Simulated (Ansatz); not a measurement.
The system is CoO.

```
CELL_PARAMETERS angstrom
1.50547 0.86918 2.43993
-1.50547 0.86918 2.43993
0.00000 -1.73837 2.43993
ATOMIC_POSITIONS crystal
Co 0.00000 0.00000 0.00000
O 0.50000 0.50000 0.50000
```

The cell is a database's computed one.

Base run:

| Quantity | Value |
| --- | --- |
| Program | Ansatz 0.2.0 |
| Functional | PBEsol |
| Potentials or basis | Ansatz PAW |
| Cutoff | 420 eV |
| Density cutoff | 1680 eV |
| k mesh | 11 × 11 × 11 |
| Occupations | fermi-dirac, width 0.05 eV |
| Spin | collinear spin, ferromagnetic start |
| Starting moments | [2.0, 0.0] μB |
| Hubbard terms | Co d U = 3 eV |

Its results: band gap on the k mesh 0.93 eV, indirect (least direct gap 1.77 eV); pressure 0.7 GPa; net moment 3.00 μB per cell; site moments Co +2.58; O +0.25 μB.

Question: The run is repeated on the same cell with these changes: hubbard terms from Co d U = 3 eV to Co d U = 5 eV. What comes out?

Answer: Band gap on the k mesh 1.55 eV, indirect (least direct gap 2.82 eV); pressure 3.6 GPa; net moment 3.00 μB per cell; site moments Co +2.62; O +0.20 μB.

Caveats: the magnetic or orbital state may not be the lowest; a cell with one magnetic atom can't hold antiferromagnetic order, which such compounds often take; the PAW data sets come from PBE, with cores solved anew for the run's functional, which leaves a small shift of forces and pressure.

A k mesh can miss the band edges.

Not every run made on this cell is shown here.
